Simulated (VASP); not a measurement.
# ZnH (Pm-3m) in VASP: settings compared, part 2 of 2

VASP 6.6.1. Earlier steps stand in the parts before.

**4. Electrostatic potential, PBE+D3**

INCAR reads:

```
SYSTEM = ZnH
  PREC = Accurate
  ENCUT = 520
  EDIFF = 1E-7
  ISMEAR = 0
  SIGMA = 0.1
  LREAL = .FALSE.
  LASPH = .TRUE.
  NELM = 60
  ALGO = Normal
  ISIF = 2
  LWAVE = .FALSE.
  LCHARG = .TRUE.
  GGA = PE
  IVDW = 11
  LVHAR = .TRUE.
```

ZnH.cif reads:

```cif
data_ZnH
_cell_length_a 2.94801708
_cell_length_b 2.94801708
_cell_length_c 2.94801708
_cell_angle_alpha 90.00000000
_cell_angle_beta 90.00000000
_cell_angle_gamma 90.00000000
_space_group_name_H-M_alt 'Pm-3m'
_space_group_name_Hall '-P 4 2 3'
_space_group_IT_number 221
loop_
_space_group_symop_operation_xyz
'x,y,z'
'-x,-y,-z'
'-y,x,z'
'y,-x,-z'
'-x,-y,z'
'x,y,-z'
'y,-x,z'
'-y,x,-z'
'x,-y,-z'
'-x,y,z'
'-y,-x,-z'
'y,x,z'
'-x,y,-z'
'x,-y,z'
'y,x,-z'
'-y,-x,z'
'z,x,y'
'-z,-x,-y'
'z,-y,x'
'-z,y,-x'
'z,-x,-y'
'-z,x,y'
'z,y,-x'
'-z,-y,x'
'-z,x,-y'
'z,-x,y'
'-z,-y,-x'
'z,y,x'
'-z,-x,y'
'z,x,-y'
'-z,y,x'
'z,-y,-x'
'y,z,x'
'-y,-z,-x'
'x,z,-y'
'-x,-z,y'
'-y,z,-x'
'y,-z,x'
'-x,z,y'
'x,-z,-y'
'-y,-z,x'
'y,z,-x'
'-x,-z,-y'
'x,z,y'
'y,-z,-x'
'-y,z,x'
'x,-z,y'
'-x,z,-y'
loop_
_atom_site_label
_atom_site_type_symbol
_atom_site_symmetry_multiplicity
_atom_site_Wyckoff_symbol
_atom_site_fract_x
_atom_site_fract_y
_atom_site_fract_z
_atom_site_occupancy
Zn1 Zn 1 b 0.5000000000 0.5000000000 0.5000000000 1
H1 H 1 a 0.0000000000 0.0000000000 0.0000000000 1
```

KPOINTS reads:

```
regular mesh
0
G
  9 9 9
  0 0 0
```

POSCAR reads:

```
Zn H 
 1.0000000000000000
     2.9480170800000001    0.0000000000000000    0.0000000000000000
     0.0000000000000000    2.9480170800000001    0.0000000000000000
     0.0000000000000000    0.0000000000000000    2.9480170800000001
 Zn  H  
   1   1
Cartesian
  1.4740085400000000  1.4740085400000000  1.4740085400000000
  0.0000000000000000  0.0000000000000000  0.0000000000000000
```

Potentials or basis: VASP PAW PBE potentials, release 64 (Zn, H).

Started as:

```sh
ase convert -i cif -o vasp ZnH.cif POSCAR
cat potpaw_PBE.64/Zn/POTCAR potpaw_PBE.64/H/POTCAR > POTCAR
mpirun -np 1 vasp_std > vasp.out
```

OUTCAR:

```text
SYSTEM = ZnH
   PREC = Accurate
   ENCUT = 520
   EDIFF = 1E-7
   ISMEAR = 0
   LREAL = .FALSE.
   LASPH = .TRUE.
   NELM = 60
   ISIF = 2
   GGA = PE
   IVDW = 11
 IVDW          = 11

 ion  position               nearest neighbor table
   1  0.500  0.500  0.500-
   2  0.000  0.000  0.000-

  LATTYP: Found a simple cubic cell.
 ALAT       =     2.9480170800

  Lattice vectors:

 A1 = (   2.9480170800,   0.0000000000,   0.0000000000)
 A2 = (   0.0000000000,   2.9480170800,   0.0000000000)
 A3 = (   0.0000000000,   0.0000000000,   2.9480170800)

Analysis of symmetry for initial positions (statically):
=====================================================================
 Subroutine PRICEL returns:
 Original cell was already a primitive cell.

 Routine SETGRP: Setting up the symmetry group for a
 simple cubic supercell.

 Subroutine GETGRP returns: Found 48 space group operations
 (whereof 48 operations were pure point group operations)
 out of a pool of 48 trial point group operations.

The static configuration has the point symmetry O_h .

Analysis of symmetry for dynamics (positions and initial velocities):
=====================================================================
 Subroutine PRICEL returns:
 Original cell was already a primitive cell.

 Routine SETGRP: Setting up the symmetry group for a
 simple cubic supercell.

 Subroutine GETGRP returns: Found 48 space group operations
 (whereof 48 operations were pure point group operations)
 out of a pool of 48 trial point group operations.

The dynamic configuration has the point symmetry O_h .

 Subroutine INISYM returns: Found 48 space group operations
 (whereof 48 operations are pure point group operations),
 and found     1 'primitive' translations

----------------------------------------------------------------------------------------

                                     Primitive cell

  volume of cell :      25.6206

  direct lattice vectors                    reciprocal lattice vectors
     2.948017080  0.000000000  0.000000000     0.339211060  0.000000000  0.000000000
     0.000000000  2.948017080  0.000000000     0.000000000  0.339211060  0.000000000
     0.000000000  0.000000000  2.948017080     0.000000000  0.000000000  0.339211060

  length of vectors
     2.948017080  2.948017080  2.948017080     0.339211060  0.339211060  0.339211060

  position of ions in fractional coordinates (direct lattice)
     0.500000000  0.500000000  0.500000000
     0.000000000  0.000000000  0.000000000

  ion indices of the primitive-cell ions
   primitive index   ion index
                 1           1
                 2           2

----------------------------------------------------------------------------------------

 KPOINTS: regular mesh

Automatic generation of k-mesh.
 Grid dimensions read from file:
 generate k-points for:    9    9    9

 Generating k-lattice:

  Cartesian coordinates                     Fractional coordinates (reciprocal lattice)
     0.037690118  0.000000000  0.000000000     0.111111111  0.000000000  0.000000000
     0.000000000  0.037690118  0.000000000     0.000000000  0.111111111  0.000000000
     0.000000000  0.000000000  0.037690118     0.000000000  0.000000000  0.111111111

  Length of vectors
     0.037690118  0.037690118  0.037690118

  Shift w.r.t. Gamma in fractional coordinates (k-lattice)
     0.000000000  0.000000000  0.000000000

 Subroutine IBZKPT returns following result:
 ===========================================

 Found     35 irreducible k-points:

 Following reciprocal coordinates:
            Coordinates               Weight
  0.000000  0.000000  0.000000      1.000000
  0.111111  0.000000  0.000000      6.000000
  0.222222  0.000000  0.000000      6.000000
  0.333333  0.000000  0.000000      6.000000
  0.444444  0.000000  0.000000      6.000000
  0.111111  0.111111  0.000000     12.000000
[... 16 lines left out ...]
  0.333333  0.333333  0.111111     24.000000
  0.444444  0.333333  0.111111     48.000000
 [... further k-points ...]
   k-points           NKPTS =     35   k-points in BZ     NKDIM =     35   number of bands    NBANDS=     10
   number of dos      NEDOS =    301   number of ions     NIONS =      2
   total plane-waves  NPLWV =  13824
   dimension x,y,z NGX =    24 NGY =   24 NGZ =   24
   dimension x,y,z NGXF=    48 NGYF=   48 NGZF=   48
   ions per type =               1   1
   NGX,Y,Z   is equivalent  to a cutoff of  13.53, 13.53, 13.53 a.u.
   NGXF,Y,Z  is equivalent  to a cutoff of  27.07, 27.07, 27.07 a.u.
 SYSTEM =  ZnH
   PREC   = accura    normal or accurate (medium, high low for compatibility)
   ISTART =      0    job   : 0-new  1-cont  2-samecut
   ICHARG =      2    charge: 1-file 2-atom 10-const
   ISPIN  =      1    spin polarized calculation?
   LNONCOLLINEAR =      F non collinear calculations
   LSORBIT =      F    spin-orbit coupling
   LASPH  =      T    aspherical Exc in radial PAW
   ENCUT  =  520.0 eV  38.22 Ry    6.18 a.u.   5.48  5.48  5.48*2*pi/ulx,y,z
   NELM   =     60;   NELMIN=  2; NELMDL= -5     # of ELM steps
   EDIFF  = 0.1E-06   stopping-criterion for ELM
   LREAL  =      F    real-space projection
   EDIFFG = 0.1E-05   stopping-criterion for IOM
   NSW    =      0    number of steps for IOM
   IBRION =     -1    ionic relax: 0-MD 1-quasi-New 2-CG
   NFREE  =      0    steps in history (QN), initial steepest desc. (CG)
   ISIF   =      2    stress and relaxation
   ISYM   =      2    0-nonsym 1-usesym 2-fastsym
   POTIM  = 0.5000    time-step for ionic-motion
   TEBEG  =    0.0;   TEEND  =   0.0 temperature during run
   PSTRESS=    0.0 pullay stress
   NELECT =      13.0000    total number of electrons
   NUPDOWN=      -1.0000    fix difference up-down
   EMIN   =  10.00;   EMAX   =-10.00  energy-range for DOS
   EFERMI =   0.00;   METHOD = LEGACY
   ISMEAR =     0;   SIGMA  =   0.10  broadening in eV -4-tet -1-fermi 0-gaus
   EFERMI_NEDOS =   21; number of points for ismear=-14 and -15
   IALGO  =     38    algorithm
   IMIX   =      4    mixing-type and parameters
     AMIX     =   0.40;   BMIX     =  1.00
     AMIX_MAG =   1.60;   BMIX_MAG =  1.00
  volume/ion in A,a.u.               =      12.81        86.45
  Fermi-wavevector in a.u.,A,eV,Ry     =   1.305748  2.467505 23.197623  1.704977
  Thomas-Fermi vector in A             =   2.436596
   LORBIT       =      0    0 simple, 1 ext, 2 COOP (PROOUT), +10 PAW based schemes
   GGA     = PE    functional components
   LHFCALC =     F    Hartree Fock is set to
   AEXX    =    0.0000 exact exchange contribution
   IVDW    =    11    specifies the selected vdW correction
   LEPSILON=     F    determine dielectric tensor
   LRPA    =     F    only Hartree local field effects (RPA)
 non-spin polarized calculation
 Gauss-broadening in eV      SIGMA  =   0.10
  energy-cutoff  :      520.00
  volume of cell :       25.62
 maximum number of plane-waves:       739
 NGX is ok and might be reduce to    24
   NGX = 11   NGY = 11   NGZ = 11

 number of electron      12.9999993 magnetization

 Free energy of the ion-electron system (eV)
  ---------------------------------------------------
  ext. energy  EPLUGINS =         0.00000000
  ---------------------------------------------------
  free energy    TOTEN  =        -2.95818618 eV

  energy without entropy =       -2.95370809  energy(sigma->0) =       -2.95594713

 E-fermi :   0.7048     XC(G=0):  -9.8706

 val. band max:        0.6305984844   @ k =   0.4444   0.4444   0.0000
 cond. band min:       0.7832360650   @ k =   0.3333   0.2222   0.1111
 fundamental gap:      0.1526375806
 Fermi energy:         0.7048476414

 k-point     1 :       0.0000    0.0000    0.0000
  band No.  band energies     occupation
      1      -7.9727      2.00000
      2      -6.4251      2.00000
      3      -6.4251      2.00000
      4      -5.8242      2.00000
      5      -5.8242      2.00000
      6      -5.8242      2.00000
      7       5.1306      0.00000
      8       9.6087      0.00000
      9       9.6087      0.00000
     10       9.6087      0.00000
[... 287 lines left out ...]
 k-point    24 :       0.4444    0.3333    0.1111
  band No.  band energies     occupation
      1      -6.4407      2.00000
      2      -6.2103      2.00000
      3      -6.0185      2.00000
      4      -5.9705      2.00000
      5      -5.8153      2.00000
      6      -2.3561      2.00000
      7      -0.2259      2.00000
      8       3.4864      0.00000
      9       5.5938      0.00000
     10      12.1592      0.00000

 [... further k-points ...]

------------------------ aborting loop because EDIFF is reached ----------------------------------------

 Edisp (eV)   -0.46845

 E8    (eV) :    -0.3005

  FORCE on cell =-STRESS in cart. coord.  units (eV):
  Direction    XX          YY          ZZ          XY          YZ          ZX
  --------------------------------------------------------------------------------------
  -------------------------------------------------------------------------------------
  Total      -1.73132    -1.73132    -1.73132     0.00000    -0.00000     0.00000
  in kB    -108.26769  -108.26769  -108.26769     0.00000    -0.00000     0.00000
  external pressure =     -108.27 kB  Pullay stress =        0.00 kB

 VOLUME and BASIS-vectors are now :
 -----------------------------------------------------------------------------
  energy-cutoff  :      520.00
  volume of cell :       25.62
      direct lattice vectors                 reciprocal lattice vectors
     2.948017080  0.000000000  0.000000000     0.339211060  0.000000000  0.000000000
     0.000000000  2.948017080  0.000000000     0.000000000  0.339211060  0.000000000
     0.000000000  0.000000000  2.948017080     0.000000000  0.000000000  0.339211060

 POSITION                                       TOTAL-FORCE (eV/Angst)
 -----------------------------------------------------------------------------------
      1.47401      1.47401      1.47401         0.000000      0.000000      0.000000
      0.00000      0.00000      0.00000         0.000000      0.000000      0.000000
 -----------------------------------------------------------------------------------
    total drift:                                0.000000     -0.000000     -0.000000

  FREE ENERGIE OF THE ION-ELECTRON SYSTEM (eV)
  ---------------------------------------------------
  free  energy   TOTEN  =        -3.4266371710 eV

  energy  without entropy=       -3.4221590859  energy(sigma->0) =       -3.42439813
```

It took 6 s on 1 thread of Intel Xeon 6975P-C (Granite Rapids), shared host; peak memory 0.15 GiB.

What came out:

```yaml
Free_energy: -3.4266 eV
Pressure: -10.8 GPa
Band_gap_on_the_k_mesh: none (metal or under the smearing width)
Dispersion_energy_per_atom: -0.234 eV
```

Levels at points of the mesh, in eV from the Fermi level:
```
           k point  band 4  band 5  band 6  band 7  band 8  band 9
(0.00, 0.00, 0.00)   -6.53   -6.53   -6.53    4.43    8.90    8.90
```

Caveat: pairwise dispersion overbinds metals, which lowers pressure and volume.

**5. Relaxation of cell and atoms, PW91**

INCAR reads:

```
PREC     = Accurate       # precision mode
ENCUT    = 480            # plane-wave cutoff, eV
EDIFF    = 1E-6           # SCF threshold, eV
ISMEAR   = -5             # smearing method
SIGMA    = 0.05           # smearing width, eV
LREAL    = False          # projectors in reciprocal space
LASPH    = True           # aspherical terms in the spheres
NELM     = 100            # most SCF steps
ALGO     = Fast           # electronic algorithm
ISIF     = 3              # what is computed and relaxed
LWAVE    = False          # write WAVECAR
LCHARG   = False          # write CHGCAR
GGA      = 91             # functional
IBRION   = 2              # ionic algorithm
NSW      = 60             # ionic steps
EDIFFG   = -0.01          # ionic threshold
```

KPOINTS reads:

```
regular mesh
0
Gamma
  9 9 9
```

POSCAR reads:

```
ZnH
2.948
    1.000005793758      0.000000000000      0.000000000000
    0.000000000000      1.000005793758      0.000000000000
    0.000000000000      0.000000000000      1.000005793758
Zn H
1 1
Direct
    0.5000000000      0.5000000000      0.5000000000
    0.0000000000      0.0000000000      0.0000000000
```

Potentials or basis: VASP PAW PBE potentials, release 64 (Zn, H_s).

Started as:

```sh
cat potpaw_PBE.64/Zn/POTCAR potpaw_PBE.64/H_s/POTCAR > POTCAR
mpirun -np 1 vasp_std > vasp.out
```

It took 19 s on 1 thread of Intel Xeon 6975P-C (Granite Rapids), shared host; peak memory 0.14 GiB.

The run converged. Its results:

- Free energy: -3.2101 eV
- Relaxed volume: 10.00 Å³/atom
- Relaxed cell: a = 2.714 Å, b = 2.714 Å, c = 2.714 Å, α = 90.00°, β = 90.00°, γ = 90.00°
- Space group after relaxing (to 0.05 Å): Pm-3m (No. 221)
- Energy gained by relaxing: 108.4 meV/atom
- Ionic steps: 4
- Pressure after relaxing: -0.1 GPa
- Band gap on the k mesh: none (metal or under the smearing width)

Step by step:
```
step  energy change (eV)  largest force (eV/Å)  pressure (GPa)  volume (Å³)
   1              0.0000                0.0000           -9.69        25.62
   2             -0.1467                0.0000           -6.76        22.85
   3             -0.2112                0.0000           -1.91        20.70
   4             -0.2169                0.0000           -0.12        19.99
```

Final structure:
```
Zn H
1.0
     2.71402    0.00000    0.00000
     0.00000    2.71402    0.00000
     0.00000    0.00000    2.71402
Zn H
1 1
Direct
  0.50000 0.50000 0.50000
  0.00000 0.00000 0.00000
```

Levels at points of the mesh, in eV from the Fermi level:
```tsv
k point	band 2	band 3	band 4	band 5	band 6	band 7	band 8	band 9	band 10
(0.00, 0.00, 0.00)	-7.88	-7.88	-6.90	-6.90	-6.90	5.90	10.06	10.06	10.06
```

Caveat: the volume moved by over 15 % at a fixed basis, so the end points are rough; the PAW data sets were made with another functional, which shifts forces and pressure a little; tetrahedron occupations give inexact forces and stress in metals.

**6. Overview**

| task | level | potentials or basis | cell | cutoff (eV) | smearing | gap on the mesh (eV) | pressure (GPa) | relaxed volume (Å³/atom) |
| --- | --- | --- | --- | --- | --- | --- | --- | --- |
| relaxation of cell and atoms | PBE | VASP PAW PBE potentials, release 64 (Zn, H) | relaxed | 600 | gaussian 0.05 eV | none | 0.0 | 9.94 |
| relaxation of cell and atoms | LDA | VASP PAW LDA potentials, release 64 (Zn, H) | relaxed | 600 | gaussian 0.05 eV | none | 0.0 | 9.05 |
| electrostatic potential | PBE+D3 | VASP PAW PBE potentials, release 64 (Zn, H) | as given | 520 | gaussian 0.1 eV | none | -10.8 | - |
| relaxation of cell and atoms | PW91 | VASP PAW PBE potentials, release 64 (Zn, H_s) | relaxed | 480 | tetrahedron | none | -0.1 | 10.00 |

Alike in all rows: no spin polarisation; k mesh 9 × 9 × 9.

Caveats: the volume moved by over 15 % at a fixed basis, so the end points are rough (some runs); pairwise dispersion overbinds metals, which lowers pressure and volume (some runs); the PAW data sets were made with another functional, which shifts forces and pressure a little (some runs); tetrahedron occupations give inexact forces and stress in metals (some runs).

Absolute energies hang on the potentials; compare differences alone.
